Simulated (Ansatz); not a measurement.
# ZnSe: how the settings move a single-point run

How sensitive is a single-point run of ZnSe to its settings? A reference run comes first, then one run with altered input. The cell is built on a prototype (CsCl type) and needn't be the phase found in nature.

Method: reference: DFT, PBEsol, plane waves, PAW, in Ansatz 0.2.0.

3 further runs of the same task are left out: 2 for a known fault of the program, 1 that didn't finish.

### 1 Starting point

It takes space group Pm-3m (No. 221, cubic). Conventional cell: a = 3.325 Å, b = 3.325 Å, c = 3.325 Å, α = 90.00°, β = 90.00°, γ = 90.00°. Zn (site symmetry m-3m) is surrounded by 8 Se at 2.88 Å. Se (site symmetry m-3m) is surrounded by 8 Zn at 2.88 Å.

Structure file:

```cif
data_structure
_symmetry_space_group_name_H-M 'P 1'
_symmetry_Int_Tables_number 1
_cell_length_a 3.3252
_cell_length_b 3.3252
_cell_length_c 3.3252
_cell_angle_alpha 90.000
_cell_angle_beta 90.000
_cell_angle_gamma 90.000
_cell_volume 36.77
loop_
_atom_site_label
_atom_site_type_symbol
_atom_site_fract_x
_atom_site_fract_y
_atom_site_fract_z
_atom_site_occupancy
Zn1 Zn 0.00000 0.00000 0.00000 1
Se1 Se 0.50000 0.50000 0.50000 1
```

### 2 Reference

The input, input.yaml:

```yaml
crystal:
  lattice:
    - [3.3251530431, 0.0, 0.0]
    - [0.0, 3.3251530431, 0.0]
    - [0.0, 0.0, 3.3251530431]
  atoms:
    - { symbol: Zn, position: [0.0, 0.0, 0.0] }
    - { symbol: Se, position: [0.5, 0.5, 0.5] }
kpoints:
  mp_grid: { grid: [6, 6, 6] }
hamiltonian:
  xc: pbesol
scf:
  occupations: { method: fermi_dirac, width: 0.02 }
  n_extra_bands: 4
output:
  forces: true
  stress: true
  eigenvalues: true
```

Run with:

```
$ ansatz run input.yaml --threads 4 --pin off --max-ram 3686MiB --backend cpu --events-out ev --progress --plain --runs-dir out
```

### 3 Variant: mp_grid.shift [0, 0, 0.5]

input.yaml, as its differences from that of step 2:

```diff
@@ -9,3 +9,3 @@
 kpoints:
-  mp_grid: { grid: [6, 6, 6] }
+  mp_grid: { grid: [6, 6, 6], shift: [0, 0, 0.5] }
 hamiltonian:
```

Q: Predict the outcome of this session. Wanted: for each run, ending; energy change; pressure; gap; force.

As calculated:

| run | ending | energy change | pressure (GPa) | gap (eV) | force (eV/Å) | cycles | time |
| --- | --- | --- | --- | --- | --- | --- | --- |
| reference | converged | 0 | -3.1 | 0.00 | 0.00 | 6 | 0.79 s |
| 1: mp_grid.shift [0, 0, 0.5] | converged | +20.9 meV/atom | -2.5 | 0.00 | 0.00 | 6 | 0.97 s |

Residual by cycle in the longest SCF loop of each run; runs are numbered as in the table. The quantity is the density residual dr2, in eV.

| cycle | reference | run 1 |
| --- | --- | --- |
| 1 | 0.00685 | 0.00685 |
| 2 | 0.00176 | 0.00392 |
| 3 | 3.9e-4 | 5.9e-4 |
| 4 | 1.0e-5 | 6.0e-5 |
| 5 | 9.4e-7 | 2.9e-6 |
| 6 | 1.0e-8 | 6.2e-8 |

**Reading.** Changing the k-point mesh moves the energy by +20.9 meV/atom, and the pressure goes from -3.1 to -2.5 GPa. The energy is not variational in the mesh, so the sign tells nothing. Semilocal functionals close small gaps, so the missing gap need not be the real solid's.
